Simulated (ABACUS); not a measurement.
The system is Sc.

```
Sc
1.0
    -1.91721    1.91721    1.71760
     1.91721   -1.91721    1.71760
     1.91721    1.91721   -1.71760
Sc
1
Direct
  0.00000 0.00000 0.00000
```

This isn't the form of Sc at room conditions, which is hcp.

| Item | Value |
| --- | --- |
| Program | ABACUS 3.10.1 |
| Task | single point |
| Functional | PBE |
| Potentials or basis | PseudoDojo NC SR 0.4.1 PBE standard |
| Cutoff | 1075 eV |
| Density cutoff | 4299 eV |
| Basis | plane waves |
| k mesh | 10 × 10 × 10 |
| Occupations | fermi-dirac, width 0.05 eV |
| Spin | no spin polarisation |

On this cell: pressure -0.8 GPa; band gap on the k mesh none (metal or under the smearing width).

The same run follows on a disturbed copy (cell strained at random at fixed volume):

```
CELL_PARAMETERS angstrom
-2.00168 1.96521 1.81529
1.91710 -1.89426 1.64167
1.93748 1.83005 -1.73609
ATOMIC_POSITIONS crystal
Sc 0.00306 0.00531 0.99425
```

Task: What does the disturbed cell give?

Result: The energy (extrapolated to zero smearing) moves by +10.0 meV/atom; pressure -0.8 GPa; band gap on the k mesh none (metal or under the smearing width).

Stress tensor (GPa, compression positive):
```
-0.85  1.08  1.38
 1.08 -1.40 -1.12
 1.38 -1.12 -0.17
```
